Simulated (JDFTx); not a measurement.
The system is PbS.

```
CELL_PARAMETERS angstrom
2.07995 -5.99130 0.00000
2.07995 5.99130 0.00000
0.00000 0.00000 4.27932
ATOMIC_POSITIONS crystal
Pb 0.13056 0.86944 0.25000
Pb 0.86944 0.13056 0.75000
S 0.35480 0.64520 0.25000
S 0.64520 0.35480 0.75000
```

Measurements of this composition are mostly on another form, of space group No. 225.

* Program: JDFTx 1.7.0 (patched build)
* Task: relaxation of cell and atoms
* Functional: PBEsol
* Potentials or basis: PseudoDojo-SR-PBEsol-0.4.1-standard
* Cutoff: 762 eV
* Density cutoff: 6095 eV
* k mesh: 4 × 4 × 3
* Occupations: fermi-dirac, width 0.05 eV
* Spin: no spin polarisation

At the start: pressure -1.8 GPa; volume 26.66 Å³/atom.

**Question.** How do energy, volume and symmetry change on relaxing?

**Answer.** Over 15 steps the energy falls by 11.2 meV/atom and the volume is 25.11 Å³/atom (-5.8 %); space group Cmcm (No. 63, to 0.05 Å).

The path:
| step | energy change (eV) | largest force (eV/Å) | pressure (GPa) | volume (Å³) |
| --- | --- | --- | --- | --- |
| 1 | 0.0000 | 0.1381 | -1.81 | 106.65 |
| 2 | -0.0075 | 0.1322 | -1.60 | 106.13 |
| 3 | -0.0346 | 0.0546 | -0.25 | 102.76 |
| 4 | -0.0385 | 0.0170 | -0.30 | 102.28 |
| 5 | -0.0416 | 0.0631 | 0.05 | 101.45 |
| 6 | -0.0430 | 0.0930 | 0.34 | 100.41 |
| 7 | -0.0423 | 0.1100 | 0.41 | 100.33 |
| 8 | -0.0428 | 0.0958 | 0.36 | 100.37 |
| 9 | -0.0446 | 0.0213 | 0.07 | 100.57 |
| 10 | -0.0448 | 0.0073 | 0.01 | 100.60 |
| 11 | -0.0448 | 0.0038 | -0.01 | 100.60 |
| 12 | -0.0449 | 0.0036 | 0.00 | 100.58 |
| 13 | -0.0449 | 0.0117 | 0.03 | 100.50 |
| 14 | -0.0449 | 0.0096 | 0.03 | 100.47 |
| 15 | -0.0449 | 0.0020 | 0.01 | 100.44 |

Final structure:
```yaml
crystal:
  lattice:
    - [2.03195, -5.79899, 0.00000]
    - [2.03195, 5.79899, 0.00000]
    - [0.00000, 0.00000, 4.26180]
  atoms:
    - { symbol: Pb, position: [0.12859, 0.87141, 0.25000] }
    - { symbol: Pb, position: [0.87141, 0.12859, 0.75000] }
    - { symbol: S, position: [0.36237, 0.63763, 0.25000] }
    - { symbol: S, position: [0.63763, 0.36237, 0.75000] }
```

Caveat: the k mesh is coarse (spacing up to 0.49 Å⁻¹), so the values aren't converged.
